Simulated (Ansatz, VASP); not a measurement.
## C: VASP beside Ansatz

```xyz
2
Lattice="1.1973 0.6913 3.1797 -1.1973 0.6913 3.1797 0.0000 -1.3826 3.1797" Properties=species:S:1:pos:R:3 pbc="T T T"
C     0.0000    0.0000    1.5644
C     0.0000    0.0000    7.9746
```

Change from the starting cell: strain -0.025 along x and y, -0.050 along z, atoms carried along.

Alike in both runs: task single point; functional LDA; k mesh 12 × 12 × 12; occupations gaussian, width 0.05 eV; no spin polarisation.

|  | VASP | Ansatz |
| --- | --- | --- |
| version | VASP 6.6.1 | Ansatz 0.2.0 |
| potentials or method | VASP PAW LDA potentials, release 64 (C) | scalar-relativistic, plane waves, PAW |
| plane-wave cutoff (eV) | 520 | 420 |
| valence electrons in the cell | 8 | 8 |

Ansatz gave:

```
gap on the k mesh at the Fermi level (eV)       : 0.99
least direct gap on the mesh (eV)               : 0.99
pressure (GPa)                                  : 20.9
largest component of the traceless stress (GPa) : 19.98
rms of the force components (eV/Å)              : 0.470
```

Task: What did VASP give for the same quantities?

Result: gap on the k mesh at the Fermi level (eV): 0.99; least direct gap on the mesh (eV): 0.99; pressure (GPa): 21.7; largest component of the traceless stress (GPa): 20.96; rms of the force components (eV/Å): 0.466.

Atom by atom the forces differ by 0.003 eV/Å (rms over components).

Caveats: so large a pressure means that the cell lies far from this level's equilibrium, or that cutoff or potentials fall short (VASP).
